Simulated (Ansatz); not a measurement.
What a change of settings does: Tl (diamond type)

First run: DFT, PBE, PAW with Ansatz's default frozen-core files, scalar-relativistic (Ansatz 0.2.0).

Command: `ansatz run input.yaml --threads 1 --pin off --max-ram 2048MiB --backend cpu --events-out ev --progress --plain --runs-dir out` It took 4.8 s on 1 thread of Arm Neoverse V1, on a shared host, peak memory 0.35 GiB.

```yaml
crystal:
  lattice:
    - [0.0, 3.4372834336, 3.4372834336]
    - [3.4372834336, 0.0, 3.4372834336]
    - [3.4372834336, 3.4372834336, 0.0]
  atoms:
    - { symbol: Tl, position: [-0.125, -0.125, -0.125] }
    - { symbol: Tl, position: [0.125, 0.125, 0.125] }
kpoints:
  mp_grid: { grid: [10, 10, 10] }
scf:
  occupations: { method: fermi_dirac, width: 0.05 }
hamiltonian:
  xc: pbe
  pseudopotentials: { kind: paw }
output:
  forces: true
  stress: true
  eigenvalues: true
  populations: true
```

The cell comes from a relaxation on PAW files under the same functional, begun from a prototype that needn't be the stable phase.

This run: volume at 0.9 of the series' base cell.

It converges in 6 SCF iterations at a pressure of 1.92 GPa, cutoff 420 eV.

The input is then changed:

```diff
   occupations: { method: fermi_dirac, width: 0.05 }
+  eigensolver: { kind: davidson }
 hamiltonian:
   populations: true
+magnetization:
+  spin_polarized: true
+basis:
+  precision: f64
```

Q: What does the second run give?

A: It converges in 9 SCF iterations at a pressure of 1.92 GPa, cell moment 0.00 μB, cutoff 420 eV. Results part of its log:
```
SCF 1 converged in 9 iterations: F = -22887.513374 eV  dr2 = 2.38e-8
  Residual-converged pass: ⟨swp⟩=3.0  Hψ=1993  notcnv=0  max |occ|·‖R‖ = 6.4e-6 eV (tolerance 6.7e-6 eV)  dr2=2.57e-8  dr2_m=0.00e0  dr2_onsite=1.16e-9  max |Δocc| = 1.4e-9
  greatest PAW one-centre occupation: 0.962 electrons in one spin orbital (limit 2), on the Tl atom at site 1 (counted from 0), in its partial waves of l = 2
the search or the solves at the SCF's close seem to have found levels that the self-consistency loop had missed (the run counts 2). By its estimate they hold under 1e-12 electrons; where the run keeps them, the occupations were computed again with them
SCF converged after 9 iterations
Magnetization: 0.0000 μB (13.0000 up, 13.0000 down)
Absolute magnetization: 0.0000 μB (∫|ρ↑−ρ↓|)
Spin contamination: 0.0000 ħ² per cell (⟨S²⟩ above its minimum at these occupations)
Per-site moments (μB) at R_I (Å): [(0.0, 1.2279195940708132), (0.0, 1.2279195940708132)]
Free energy (F): -22887.513374 eV
Harris-Foulkes:  -22887.513374 eV  (|F-HF|=1.99e-8)
Internal energy: -22887.500279 eV  (E = F + TS)
E sigma→0 (E₀):  -22887.506826 eV
Entropy (-TS):   -0.013095 eV (-6.547 meV/atom)
Fermi energy:    6.086884 eV
--- Per-component energies (eV) ---
  E_band       = -97.563695
  E_kinetic    = 667.345583
  E_local      = -2415.812002  (includes V_loc(G=0)·N_el)
  E_nonlocal   = 634.090236
  E_hartree    = 923.188017
  E_xc         = -460.466755
  E_vxc        = -283.024985  (∫ρ·V_xc dr)
  E_paw        = -20328.963257  (= ΣΔE_a)
  E_vpaw       = -546.535524  (= ΣTr[D̂ρ^β])
  E_aug_tail   = 0.000068  (compensation charges beyond the density's cutoff)
  E_ewald      = -1906.882168
  E_smearing   = -0.013095  (= −TS)
  E_closure    = 0.000000  (closes the sum)
  Σ components = -22887.513374   (vs F -22887.513374, Δ=0.00e0)
--- Forces (eV/Å), atoms counted from 1 ---
  atom   1  Tl     0.00000000    -0.00000000    -0.00000000
  atom   2  Tl     0.00000000     0.00000000     0.00000000
  max |Σ_I F_I| component: 1.39e-17 eV/Å
--- Stress (GPa, compression-positive) ---
        1.924223       0.000000      -0.000000
       -0.000000       1.924223      -0.000000
       -0.000000      -0.000000       1.924223
  P = ⅓ Tr σ = 1.9242 GPa (19.242 kbar)
--- Band table (eV; the first three rows and the last of 94) ---
  k-point 0 ↑: bands = ["-5.8596", "-5.8596", "-5.8596", "-5.7749", "-5.7749", "-5.1468", "-5.1468", "-5.1468", "-5.0482", "-5.0482", "-2.9154", "5.3373", "8.5337", "8.5337", "8.5337", "10.2090", "10.2090"]
  k-point 1 ↑: bands = ["-5.8785", "-5.8785", "-5.8582", "-5.7483", "-5.7483", "-5.1628", "-5.1625", "-5.1625", "-5.0358", "-5.0358", "-2.8126", "4.9002", "8.2398", "8.2991", "8.2991", "10.3388", "10.4776"]
  k-point 2 ↑: bands = ["-5.9039", "-5.9039", "-5.8548", "-5.7047", "-5.7047", "-5.2026", "-5.1898", "-5.1898", "-5.0156", "-5.0156", "-2.5154", "3.8890", "7.7271", "7.8720", "7.8720", "10.9362", "10.9362"]
  k-point 46 ↓: bands = ["-5.9892", "-5.9892", "-5.6623", "-5.6623", "-5.4379", "-5.4379", "-5.3519", "-5.3519", "-4.9077", "-4.9077", "0.1348", "0.1348", "5.1697", "5.1697", "10.2982", "10.2982", "12.2827"]
--- Löwdin populations: 2 sites ---
  site symbol       q [e]    m [muB]
     0     Tl     12.9791     0.0000
     1     Tl     12.9791     0.0000
  spilling = 0.001608 (of n_electrons = 26.000000)
```
